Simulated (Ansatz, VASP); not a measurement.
# Two plane-wave programs on TiO2

The input INCAR:

```
PREC = Accurate ; ENCUT = 520
EDIFF = 1E-6 ; ISMEAR = 0
SIGMA = 0.05 ; LREAL = F
LASPH = T ; NELM = 150
ALGO = Normal ; ISIF = 2
LWAVE = F ; LCHARG = F
LMAXMIX = 4 ; LDAU = T
LDAUTYPE = 2 ; LDAUL = 2 -1
LDAUU = 4 0 ; LDAUJ = 0 0
LDAUPRINT = 1 ; GGA = PE
IVDW = 12 ; NBANDS = 33
```

KPOINTS

```
regular mesh
0
Gamma
  8 6 6
```

Contents of POSCAR:

```
TiO2
1.0
    1.5040368431     -2.6050682287      0.0000000000
    1.5040368431      0.8683560762      4.8863028513
   -4.5121105293     -2.6050682287      0.0000000000
Ti O
2 4
Direct
    0.5000000000      0.0000000000      0.5000000000
    0.0000000000      0.0000000000      0.0000000000
    0.5000000000      0.8049605156      0.1016535052
    0.0000000000      0.8049605156      0.6016535052
    0.5000000000      0.1950394844      0.8983464948
    0.0000000000      0.1950394844      0.3983464948
```

Input for Ansatz:

```yaml
crystal:
  lattice:
    - [1.5040368431, -2.6050682287, 0.0]
    - [1.5040368431, 0.8683560762, 4.8863028513]
    - [-4.5121105293, -2.6050682287, 0.0]
  atoms:
    - { symbol: Ti, position: [0.5, 0.0, 0.5] }
    - { symbol: Ti, position: [0.0, 0.0, 0.0] }
    - { symbol: O, position: [0.5, 0.8049605156, 0.1016535052] }
    - { symbol: O, position: [0.0, 0.8049605156, 0.6016535052] }
    - { symbol: O, position: [0.5, 0.1950394844, 0.8983464948] }
    - { symbol: O, position: [0.0, 0.1950394844, 0.3983464948] }
basis:
  ecutwfc: 420
kpoints:
  mp_grid: { grid: [8, 6, 6] }
hamiltonian:
  xc: pbe
  dispersion: d3bj
  hubbard: { sites: [{ species: Ti, l: d, u_eff: 4.0 }] }
scf:
  occupations: { method: gaussian, width: 0.05 }
output:
  forces: true
  stress: true
  eigenvalues: true
```

Alike in both runs: task single point; functional PBE; dispersion D3(BJ); k mesh 8 × 6 × 6; occupations gaussian, width 0.05 eV; no spin polarisation; Hubbard terms Ti d U = 4.0 eV.

|  | VASP | Ansatz |
| --- | --- | --- |
| version | VASP 6.6.1 | Ansatz 0.2.0 |
| potentials or method | VASP PAW PBE potentials, release 64 (Ti_sv, O) | scalar-relativistic, plane waves, PAW |
| plane-wave cutoff (eV) | 520 | 420 |
| valence electrons in the cell | 48 | 48 |

|  | VASP | Ansatz | Ansatz less VASP |
| --- | --- | --- | --- |
| gap on the k mesh at the Fermi level (eV) | 2.99 | 2.91 | -0.081 |
| least direct gap on the mesh (eV) | 3.23 | 3.18 | -0.046 |
| pressure (GPa) | 3.6 | 0.0 | -3.56 |
| largest component of the traceless stress (GPa) | 0.66 | 0.01 | -0.651 |
| rms of the force components (eV/Å) | 0.186 | 0.001 | -0.1841 |

The programs project onto different local orbitals, so the same U acts differently. Atom by atom the forces differ by 0.184 eV/Å (rms over components).

A k mesh can miss the band edges.
